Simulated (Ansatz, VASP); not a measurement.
Sb: VASP beside Ansatz

```
Sb
1.0
     3.11046    0.00000    0.00000
     0.00000    3.11046    0.00000
     0.00000    0.00000    3.11046
Sb
1
Direct
  0.00000 0.00000 0.00000
```

This isn't the form of Sb at room conditions, which is rhombohedral.

Alike in both runs: functional PBE; k mesh 14 × 14 × 14; occupations gaussian, width 0.1 eV; no spin polarisation.

Ansatz relaxed the structure, and its values are those at the end. VASP's run is a single point on that final structure, the one shown.

|  | VASP | Ansatz |
| --- | --- | --- |
| version | VASP 6.6.1 | Ansatz 0.2.0 |
| potentials or method | VASP PAW PBE potentials, release 64 (Sb) | scalar-relativistic, plane waves, PAW |
| plane-wave cutoff (eV) | 520 | 420 |
| valence electrons in the cell | 5 | 15 |

```tsv
	VASP	Ansatz	Ansatz less VASP
gap on the k mesh at the Fermi level (eV)	none	none	-
pressure (GPa)	0.0	0.0	+0.03
```

A gap of «none» marks a metal or a gap that the smearing closes. With one functional, cell and mesh, what is left measures potentials, basis and numerics. The two sets of potentials don't hold the same shells in valence.

Spin-orbit coupling is left out, which matters for the levels of Sb.
